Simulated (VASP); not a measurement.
# NaF: RPA energy

NaF, Fm-3m (no. 225), 2 atoms in the cell. PBE, RPA; PAW potentials Na_sv_GW, F_GW (PBE set).

Procedure: four steps.

## Input

INCAR.step1:
```
ISMEAR = 0
SIGMA = 0.05
EDIFF = 1E-8
PREC = Accurate
LASPH = True
LREAL = False
LCHARG = False
ENCUT = 550
GGA = PE
LWAVE = True
ALGO = Normal
```

INCAR.step2:
```
ISMEAR = 0
SIGMA = 0.05
EDIFF = 1E-8
PREC = Accurate
LASPH = True
LREAL = False
LCHARG = False
ENCUT = 550
GGA = PE
ALGO = Eigenval
NELM = 1
LWAVE = False
PRECFOCK = Fast
LHFCALC = True
AEXX = 1.0
ALDAC = 0.0
AGGAC = 0.0
HFRCUT = -1
```

INCAR.step3:
```
ISMEAR = 0
SIGMA = 0.05
EDIFF = 1E-8
PREC = Accurate
LASPH = True
LREAL = False
LCHARG = False
ENCUT = 550
GGA = PE
ALGO = Exact
NELM = 1
NBANDS = 740
LWAVE = True
LOPTICS = True
```

INCAR.step4:
```
ISMEAR = 0
SIGMA = 0.05
EDIFF = 1E-8
PREC = Accurate
LASPH = True
LREAL = False
LCHARG = False
ENCUT = 550
GGA = PE
ALGO = ACFDT
NOMEGA = 12
NBANDS = 740
LWAVE = False
PRECFOCK = Fast
```

KPOINTS:
```
k-points
0
Gamma
  2 2 2
```

POSCAR:
```
NaF
1.0
    0.0000000000      2.3200000000      2.3200000000
    2.3200000000      0.0000000000      2.3200000000
    2.3200000000      2.3200000000      0.0000000000
Na F
1 1
Direct
    0.0000000000      0.0000000000      0.0000000000
    0.5000000000      0.5000000000      0.5000000000
```

Commands (each step's output is kept before the next begins):
```
cat potpaw_PBE.64/Na_sv_GW/POTCAR potpaw_PBE.64/F_GW/POTCAR > POTCAR
cp INCAR.step1 INCAR
mpirun -np 4 vasp_std > vasp.out
cp INCAR.step2 INCAR
mpirun -np 4 vasp_std > vasp.out
cp INCAR.step3 INCAR
mpirun -np 4 vasp_std > vasp.out
cp INCAR.step4 INCAR
mpirun -np 4 vasp_std > vasp.out
```

## Result

- RPA correlation energy, extrapolated (eV): -19.476
- Correlation energy at the largest cutoff (eV): -16.909
- Total energy with exact exchange and no correlation (eV): -18.604
- Total energy in the RPA (eV): -38.080
- Gap of the starting orbitals on the mesh (eV): 6.20

Correlation energy against the response cutoff (eV per cell); the program extrapolates from these:

| ENCUTGW (eV) | Correlation energy |
|---|---|
| 366.7 | -16.91 |
| 349.2 | -16.72 |
| 332.6 | -16.5 |
| 316.7 | -16.27 |
| 301.7 | -16.03 |
| 287.3 | -15.79 |
| 273.6 | -15.5 |
| 260.6 | -15.18 |

Limits: The cell's absolute correlation energy isn't converged; only differences at like settings carry meaning.

VASP 6.6.1 took 22 s on 4 cores (AMD EPYC 7R13 (Zen 3)), a shared host.
